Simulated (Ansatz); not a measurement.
# Al3Ru2: properties at the relaxed cell

An exercise on one series of results from a longer session: the logs are not shown, and one member is left open.

Computed with Ansatz 0.2.0 (DFT PBEsol, scalar-relativistic, plane waves, PAW, unless a step's input says otherwise).

1 further run of the same task is left out (set aside as unsound or not needed).

## The structure to begin with

Symmetry: I4/mmm, No. 139, tetragonal system. Conventional cell: a = 3.073 Å, b = 3.073 Å, c = 14.252 Å, α = 90.00°, β = 90.00°, γ = 90.00°. Around Al (site symmetry 4/mmm) lie 8 Ru at 2.64 Å and 2 Al at 2.76 Å. Al (site symmetry 4mm) has 5 Ru at 2.51 to 2.86 Å and 5 Al at 2.70 to 2.76 Å as nearest neighbours. Ru (site symmetry 4mm) has 9 Al at 2.51 to 2.86 Å as nearest neighbours.

As a file:

```
CELL_PARAMETERS angstrom
-1.53668 1.53668 7.12583
1.53668 -1.53668 7.12583
1.53668 1.53668 -7.12583
ATOMIC_POSITIONS crystal
Al 0.00000 0.00000 0.00000
Al 0.80626 0.80626 0.00000
Al 0.19374 0.19374 0.00000
Ru 0.60566 0.60566 0.00000
Ru 0.39434 0.39434 0.00000
```

It goes back to an entry of the Materials Project, which need not be the stable form.

It is the result of an earlier relaxation at this level (volume 13.46 Å³/atom; gap on the mesh: none (metal)).

Set-up of the first run:

Contents of input.yaml:

```yaml
crystal:
  lattice:
    - [-1.5211583038, 1.5211583038, 7.0538493133]
    - [1.5211583038, -1.5211583038, 7.0538493133]
    - [1.5211583038, 1.5211583038, -7.0538493133]
  atoms:
    - { symbol: Al, position: [0.0, 0.0, 0.0] }
    - { symbol: Al, position: [0.8062567813, 0.8062567813, 0.0] }
    - { symbol: Al, position: [0.1937432187, 0.1937432187, 0.0] }
    - { symbol: Ru, position: [0.6056584132, 0.6056584132, 0.0] }
    - { symbol: Ru, position: [0.3943415868, 0.3943415868, 0.0] }
basis:
  ecutwfc: 420
kpoints:
  mp_grid: { grid: [16, 16, 16] }
hamiltonian:
  xc: pbesol
scf:
  occupations: { method: gaussian, width: 0.1 }
output:
  forces: true
  stress: true
  eigenvalues: true
relax:
  adjacent_minimum: "off"
  f_tol: 0.01
  max_steps: 30
  cell: { stress_tol: 0.1, fix: [volume] }
```

On the command line:

```sh
> ansatz run input.yaml --threads 1 --pin off --max-ram 2560MiB --backend cpu --events-out ev --progress --plain --runs-dir out
```

Steps of the session up to this table: Volume × 0.97; Point at V/V0 = 1.03; Point at V/V0 = 0.94; The cell scaled to 1.06 of its volume; Volume × 0.91; The cell scaled to 1.10 of its volume; Volume × 0.88.

One table of the session follows, with a row left open; its other results are not shown here.

It belongs to the step «Energy against volume». 

```
volume (Å³/atom)  energy above the lowest point (meV/atom)  pressure (GPa)
          11.846                                     144.7           32.20
          12.250                                      76.6           22.08
          12.654                                      32.1           13.48
          13.058                                       7.6            6.19
          13.461                                       0.0            0.00
          13.865                                       6.8           -5.23
          14.269                                         ?               ?
          14.808                                      66.4          -14.36
```

Q: Estimate the row for volume (Å³/atom) = 14.269 from the others.

Worked estimate for «energy above the lowest point (meV/atom)». A straight line through the neighbours (13.865, 6.8) and (14.808, 66.4) gives 6.8 + (66.4 − 6.8) × (14.269 − 13.865) / (14.808 − 13.865) = 32.3; a parabola fitted to 3 rows on both sides gives 24.8.

The run gave: energy above the lowest point (meV/atom): 25.7; pressure (GPa): -9.64. In «energy above the lowest point (meV/atom)» the line misses by +6.6 and the parabola by -0.9.
